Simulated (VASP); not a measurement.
## Cu2O (Cuprite): band structure with PBE

**Measured values to compare with.**

From “Importance of surface oxygen vacancies for ultrafast hot carrier relaxation and transport in Cu2O”, 2021, arxiv:2103.03167, for a bulk crystal of Cu2O: band gap 2.17 eV (direct).

The system is Cu2O (Cuprite).

```
Cu O
1.0
     4.26000    0.00000    0.00000
     0.00000    4.26000    0.00000
     0.00000    0.00000    4.26000
Cu O
4 2
Direct
  0.75000 0.25000 0.75000
  0.75000 0.75000 0.25000
  0.25000 0.75000 0.75000
  0.25000 0.25000 0.25000
  0.50000 0.50000 0.50000
  0.00000 0.00000 0.00000
```

- Program: VASP 6.6.1
- Task: band structure
- Functional: PBE
- Potentials or basis: VASP PAW PBE potentials, release 64 (Cu, O_h)
- Cutoff: 900 eV
- k mesh: 6 × 6 × 6
- Occupations: fermi-dirac, width 0.05 eV
- Spin: no spin polarisation
- Further INCAR settings: ALGO = Fast; EDIFF = 1e-06

```yaml
Band_gap_on_the_k_mesh: 0.54 eV, direct
Band_gap_along_the_path: 0.54 eV, direct
```

Levels at the corners of the path, in eV from the valence-band top:
| point | band 26 | band 27 | band 28 | band 29 | band 30 | band 31 |
| --- | --- | --- | --- | --- | --- | --- |
| Γ | 0.00 | 0.00 | 0.00 | 0.54 | 1.25 | 1.25 |
| X | -1.20 | -0.39 | -0.39 | 2.27 | 2.27 | 4.24 |
| X | -1.20 | -0.39 | -0.39 | 2.27 | 2.27 | 4.24 |
| M | -1.21 | -0.65 | -0.65 | 1.92 | 1.92 | 3.86 |
| M | -1.21 | -0.65 | -0.65 | 1.92 | 1.92 | 3.86 |
| Γ | 0.00 | 0.00 | 0.00 | 0.54 | 1.25 | 1.25 |
| Γ | 0.00 | 0.00 | 0.00 | 0.54 | 1.25 | 1.25 |
| R | -0.57 | -0.57 | -0.57 | 2.46 | 2.46 | 2.47 |
| R | -0.57 | -0.57 | -0.57 | 2.46 | 2.46 | 2.47 |
| X | -1.20 | -0.39 | -0.39 | 2.27 | 2.27 | 4.24 |
| M | -1.21 | -0.65 | -0.65 | 1.92 | 1.92 | 3.86 |
| R | -0.57 | -0.57 | -0.57 | 2.46 | 2.46 | 2.46 |

Wall time 3.3 min on 1 thread of Intel(R) Xeon(R) Platinum 8559C (Emerald Rapids), on a shared host, peak memory 0.42 GiB.

Against the measured gap of Cu2O, 2.17 eV (direct; quoted in “Importance of surface oxygen vacancies for ultrafast hot carrier relaxation and transport in Cu2O”, 2021, arxiv:2103.03167), the calculated 0.54 eV is off by -1.63 eV. So large a miss can be the level of theory's own, or it may mean another phase, state or a wrong row. The value is that of PBE, without temperature or zero-point motion. Semilocal functionals fall short of measured gaps as a rule.

Caveat: the log is that of the step along the path at fixed density, whose energy, stress, charges and moments have no meaning.
